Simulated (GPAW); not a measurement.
# GaAs (F-43m) in GPAW: reference runs

How does GaAs come out in PBE? The cell is run as given.

Everything below comes from runs of GPAW 26.7.0. Logs are shortened: lines on timing, memory, paths and dates and some standing lists are left out, and cuts for length are marked. The log counts tension as positive stress, the text compression.

**Measured values to compare with.**

“Evidence of valence band perturbations in GaAsN/GaAs(001): A combined variable-angle spectroscopic ellipsometry and modulated photoreflectance investigation”, 2008, arxiv:0805.2212 reports, for a bulk crystal of GaAs at 300 K: band gap 1.412 ± 0.01 eV (direct).

The results are compared with them further down.

### 1 The structure

It takes space group F-43m (No. 216, cubic). Conventional cell: a = 5.654 Å, b = 5.654 Å, c = 5.654 Å, α = 90.00°, β = 90.00°, γ = 90.00°. As (site symmetry -43m) has 4 Ga at 2.45 Å as nearest neighbours. Ga (site symmetry -43m) is surrounded by 4 As at 2.45 Å.

### 2 Single point, PBE

Contents of run.py:

```python
from ase import Atoms
from ase.dft.bandgap import bandgap
from ase.io import write
from ase.units import Bohr, GPa
from gpaw import GPAW, PW
from gpaw.elf import elf_from_dft_calculation

atoms = Atoms(['As', 'Ga'],
              cell=[[0.0, 2.82685, 2.82685],
                    [2.82685, 0.0, 2.82685],
                    [2.82685, 2.82685, 0.0]],
              scaled_positions=[[0.75, 0.75, 0.75],
                                [0.0, 0.0, 0.0]],
              pbc=True)

calc = GPAW(mode=PW(600),
            xc='PBE',
            kpts={'size': (8, 8, 8), 'gamma': True},
            occupations={'name': 'fermi-dirac', 'width': 0.05},
            nbands=11,
            convergence={'density': 1e-05, 'energy': 1e-05},
            maxiter=150,
            txt='gpaw.txt')
atoms.calc = calc
energy = atoms.get_potential_energy()
forces = atoms.get_forces()
stress = atoms.get_stress()
calc.write('gs.gpw')
write('result.traj', atoms)
print(f'Energy: {energy:.6f} eV')
print('Forces (eV/A):')
print(forces.round(4))
print('Stress (GPa):', (stress / GPa).round(3))
print('Fermi level:', round(calc.get_fermi_level(), 4), 'eV')
print(f'Gap: {bandgap(calc)[0]:.4f} eV, direct: {bandgap(calc, direct=True)[0]:.4f} eV')

# fields on the real-space grid
write('density.cube', atoms, data=calc.get_pseudo_density() * Bohr**3)
write('potential.cube', atoms, data=calc.get_electrostatic_potential())
write('elf.cube', atoms, data=elf_from_dft_calculation(calc).data)
```

Potentials or basis: GPAW PAW data sets (gpaw-data 1.2.1), pw.

Started as:

```bash
> OMP_NUM_THREADS=1 python run.py
```

gpaw.txt:

```text
__  _  _
 | _ |_)|_||  |
 |__||  | ||/\| - 26.7.0

Input parameters:
  mode=PW(ecut=600.0),
  convergence={'density': 1e-05, 'energy': 1e-05},
  kpts=MonkhorstPack(size=(8, 8, 8), gamma=True),
  maxiter=150,
  nbands=11,
  occupations=Occupations(name='fermi-dirac', width=0.05),
  xc=XC(name='PBE')

Diagonalizing LCAO Hamiltonian
Converting LCAO to pw mode

                    As

       Ga

Atoms  # Å, Bohr magnetons
|   | symbol |        x |        y |        z |    initial magnetic moments |
|---|--------|----------|----------|----------|-----------------------------|
| 0 |     As | 4.240275 | 4.240275 | 4.240275 | ( 0.0000,  0.0000,  0.0000) |
| 1 |     Ga | 0.000000 | 0.000000 | 0.000000 | ( 0.0000,  0.0000,  0.0000) |

Unit cell  # Å
| periodic |        x |        y |        z |  lengths |    angles |
|----------|----------|----------|----------|----------|-----------|
|      yes | 0.000000 | 2.826850 | 2.826850 | 3.997770 | 60.000000 |
|      yes | 2.826850 | 0.000000 | 2.826850 | 3.997770 | 60.000000 |
|      yes | 2.826850 | 2.826850 | 0.000000 | 3.997770 | 60.000000 |

Number of symmetries: 24
Symmetry operations  # r_c * U_cc + t_c -> r_c
|    | kind |            matrix            |
|----|------|------------------------------|
|  0 |  E   |  1, 0, 0,  0, 1, 0,  0, 0, 1 |
|  1 |  σ   |  1, 0, 0,  0, 0, 1,  0, 1, 0 |
|  2 |  σ   |  1, 0,-1,  0, 1,-1,  0, 0,-1 |
|  3 |  C3  |  1, 0,-1,  0, 0,-1,  0, 1,-1 |
|  4 |  C3  |  1,-1, 0,  0,-1, 1,  0,-1, 0 |
|  5 |  σ   |  1,-1, 0,  0,-1, 0,  0,-1, 1 |
|  6 |  σ   |  0, 1, 0,  1, 0, 0,  0, 0, 1 |
|  7 |  C3  |  0, 1, 0,  0, 0, 1,  1, 0, 0 |
|  8 |  C2  |  0, 1,-1,  1, 0,-1,  0, 0,-1 |
|  9 |  S4  |  0, 1,-1,  0, 0,-1,  1, 0,-1 |
| 10 |  C3  |  0, 0, 1,  1, 0, 0,  0, 1, 0 |
| 11 |  σ   |  0, 0, 1,  0, 1, 0,  1, 0, 0 |
| 12 |  S4  |  0, 0,-1,  1, 0,-1,  0, 1,-1 |
| 13 |  C3  |  0, 0,-1,  0, 1,-1,  1, 0,-1 |
| 14 |  S4  |  0,-1, 1,  1,-1, 0,  0,-1, 0 |
| 15 |  C2  |  0,-1, 1,  0,-1, 0,  1,-1, 0 |
| 16 |  C3  |  0,-1, 0,  1,-1, 0,  0,-1, 1 |
| 17 |  S4  |  0,-1, 0,  0,-1, 1,  1,-1, 0 |
| 18 |  S4  | -1, 1, 0, -1, 0, 1, -1, 0, 0 |
| 19 |  C3  | -1, 1, 0, -1, 0, 0, -1, 0, 1 |
| 20 |  C3  | -1, 0, 1, -1, 1, 0, -1, 0, 0 |
| 21 |  S4  | -1, 0, 1, -1, 0, 0, -1, 1, 0 |
| 22 |  σ   | -1, 0, 0, -1, 1, 0, -1, 0, 1 |
| 23 |  C2  | -1, 0, 0, -1, 0, 1, -1, 1, 0 |

BZ-sampling:
  Number of BZ points: 512
  Number of IBZ points: 29

  Monkhorst-Pack size: [8, 8, 8]
  Monkhorst-Pack shift: [0.0625, 0.0625, 0.0625]

K-points  # in reciprocal-cell coordinates
|     |                                coordinates |     weight |
|-----|--------------------------------------------|------------|
|   0 | (  0.00000000,   0.00000000,   0.00000000) | 0.00195312 |
|   1 | (  0.12500000,   0.12500000,   0.00000000) | 0.01171875 |
|   2 | (  0.12500000,   0.12500000,   0.12500000) | 0.01562500 |
|   3 | (  0.25000000,   0.12500000,   0.12500000) | 0.02343750 |
|   4 | (  0.25000000,   0.25000000,   0.00000000) | 0.01171875 |
|   5 | (  0.25000000,   0.25000000,   0.12500000) | 0.04687500 |
|   6 | (  0.25000000,   0.25000000,   0.25000000) | 0.01562500 |
|   7 | (  0.37500000,   0.25000000,  -0.37500000) | 0.04687500 |
|   8 | (  0.37500000,   0.25000000,   0.12500000) | 0.04687500 |
|   9 | (  0.37500000,   0.25000000,   0.25000000) | 0.04687500 |
| ... |                                            |            |
|  28 | (  0.50000000,   0.50000000,   0.50000000) | 0.00781250 |

Plane wave coefficients: 1540
Cutoff: 600.0 eV

Spin-components: 1 (collinear spins)
Bands:           11
Projectors:      10
Spin-degeneracy: 2
Datatype:        complex128

Density:
  Valence electrons: 8.0
  Components: 1
  Grid points: [24 24 24]
  Charge: 0.0  # |e|

Potential:
  Grid points: [24 24 24]

species:
  As:
    name:    Arsenic
    Z:       33.0
    valence: 5
    core:    28
    charge:  0.0  # [|e|]
    compensation charges:
      type: gauss
      rc: 0.33  # [Å]
      lmax: 2
    cutoffs:
      filter: 1.87  # [Å]
      core: 2.96  # [Å]
    projectors
    | kind |    occ | energy [eV] | rcut [Å] |
    |------|--------|-------------|----------|
    |   4s |  2.000 |     -14.487 |    1.058 |
    |   4p |  3.000 |      -5.196 |    1.058 |
    |    s |        |      12.725 |    1.058 |
    |    p |        |      22.016 |    1.058 |
    |    d |        |       0.000 |    1.058 |

    Using partial waves for As as LCAO basis

  Ga:
    name:    Gallium
    Z:       31.0
    valence: 3
    core:    28
    charge:  0.0  # [|e|]
    compensation charges:
      type: gauss
      rc: 0.37  # [Å]
      lmax: 2
    cutoffs:
      filter: 2.06  # [Å]
      core: 4.17  # [Å]
    projectors
    | kind |    occ | energy [eV] | rcut [Å] |
    |------|--------|-------------|----------|
    |   4s |  2.000 |      -8.945 |    1.164 |
    |   4p |  1.000 |      -2.580 |    1.164 |
    |    s |        |      18.266 |    1.164 |
    |    p |        |      24.631 |    1.164 |
    |    d |        |       0.000 |    1.164 |

    Using partial waves for Ga as LCAO basis

Reference energy: -114387.645129  # eV

eigensolver:
  PPCG
  Converge bands: occupied
  niter=2

density mixing:
  MSR1-Mixer
  Pratt-step length: 0.05
  Maximum mixing coefficient: 0.75
  Old densities: 10
  SVD Regularization: 0.005
  Good broyden scale: 1.0
  Trust region scale: 1.0
  Backstep threshold: 4.0
  History deletion threshold: 6.0
  Fourier metric: weight=20.0, sigma=0.015

occupation numbers:
  Fermi-Dirac:
    width: 0.0500  # eV

poisson solver:
  ecut: 4800.0  # eV

xc functional:
[... 9 lines left out ...]
|iter     | |      energy | eigst |  dens |
|---------|-|-------------|-------|-------|
|iter:   1| |   -8.317123 | -0.65 |       |
|iter:   2| |   -8.299839 | -3.03 | -0.89 |
|iter:   3| |   -8.227213 | -2.22 | -0.92 |
|iter:   4| |   -8.228986 | -3.81 | -1.52 |
|iter:   5| |   -8.229238 | -4.71 | -2.05 |
|iter:   6| |   -8.229255 | -6.03 | -2.81 |
|iter:   7| |   -8.229255c| -7.48c| -3.55 |
|iter:   8| |   -8.229255c| -8.54c| -4.10 |
|iter:   9| |   -8.229255c| -9.27c| -5.40c|

Converged in 9 steps
Energy contributions relative to reference atoms: (reference = -114387.645129)

Energy contributions:
  Kinetic:          26.967265
  Coulomb:         -23.857427
  Zero:              0.019553
  External:          0.000000
  Xc:              -11.358639
  Entropy:          -0.000014
  Spinorbit:         0.000000
  ----------------------------
  Free energy:      -8.229262
  Extrapolated:     -8.229255

dipole moment: (-10.964928, -10.964928, -10.964928)  # |e|*Ang

Fermi level: 5.244
Eigenvalues  # (at kpt = [0.000, 0.000, 0.000])
| band index |      eig [eV] | occ [0-2] |
|------------|---------------|-----------|
|          0 |        -7.775 |     2.000 |
|          1 |         4.921 |     1.997 |
|          2 |         4.921 |     1.997 |
|          3 |         4.921 |     1.997 |
|          4 |         5.508 |     0.010 |
|          5 |         8.695 |     0.000 |
|          6 |         8.695 |     0.000 |
|          7 |         8.695 |     0.000 |
|          8 |        12.577 |     0.000 |
|          9 |        15.009 |     0.000 |
|         10 |        15.009 |     0.000 |

Gap: 0.587 eV
Transition (v -> c):
  (s=0, k=0, n=3, [0.00, 0.00, 0.00]) -> (s=0, k=0, n=4, [0.00, 0.00, 0.00])
No difference between direct/indirect transitions

Forces  # eV/Ang
|       x |        y |        z |
|---------|----------|----------|
| 0.00000 | -0.00000 |  0.00000 |  # As   0
| 0.00000 | -0.00000 | -0.00000 |  # Ga   1

Stress tensor  # eV/Ang^3
|         x |         y |         z |
|-----------|-----------|-----------|
| -0.027057 |  0.000000 |  0.000000 |
|  0.000000 | -0.027057 |  0.000000 |
|  0.000000 |  0.000000 | -0.027057 |

# Writing to gs.gpw (mode='')
```

It took 4.8 s on 1 thread of AMD EPYC 9R45 (Zen 5), shared host; peak memory 0.15 GiB.

What came out:

```
Free energy            : -8.2293 eV
Pressure               : 4.3 GPa
Band gap on the k mesh : 0.59 eV, direct
```

Levels at points of the mesh, in eV from the valence-band top:
```tsv
k point	band 1	band 2	band 3	band 4	band 5	band 6	band 7
(0.00, 0.00, 0.00)	-12.70	0.00	0.00	0.00	0.59	3.77	3.77
(0.50, 0.50, 0.00)	-10.34	-6.79	-2.66	-2.66	1.48	1.68	10.22
(0.50, 0.50, 0.50)	-11.06	-6.61	-1.13	-1.13	1.05	4.67	4.67
```

### 3 Comparison with measurements

Step 2. A measured gap of GaAs is 1.412 eV (direct; 300 K; “Evidence of valence band perturbations in GaAsN/GaAs(001): A combined variable-angle spectroscopic ellipsometry and modulated photoreflectance investigation”, 2008, arxiv:0805.2212); the calculated 0.59 eV misses it by -0.83 eV. 3 values of this kind are on record (1.412 to 1.51 eV); this one was drawn at random among those near their median, those with a stated uncertainty first. Spin-orbit coupling on As, Ga is left out. The value is that of PBE on a finite k mesh, which can miss the band edges, without temperature or zero-point motion. Semilocal functionals fall short of measured gaps as a rule.
